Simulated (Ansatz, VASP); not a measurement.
Mg: VASP beside Ansatz

```
Mg
1.0
    -1.65486    1.65486    1.65486
     1.65486   -1.65486    1.65486
     1.65486    1.65486   -1.65486
Mg
1
Direct
  0.00000 0.00000 0.00000
```

Change from the starting cell: volume scaled by 0.84, LAPW.

Alike in both runs: task single point; functional LDA; k mesh 15 × 15 × 15; occupations fermi-dirac, width 0.08 eV; no spin polarisation.

|  | VASP | Ansatz |
| --- | --- | --- |
| version | VASP 6.6.1 | Ansatz 0.2.0 |
| potentials or method | VASP PAW LDA potentials, release 64 (Mg), cutoff 520 eV | all-electron LAPW, scalar-relativistic |

```tsv
	VASP	Ansatz	Ansatz less VASP
pressure (GPa)	9.3	9.6	+0.37
```

Ansatz ran all-electron here, so the differences hold the error of VASP's frozen core and of both bases.
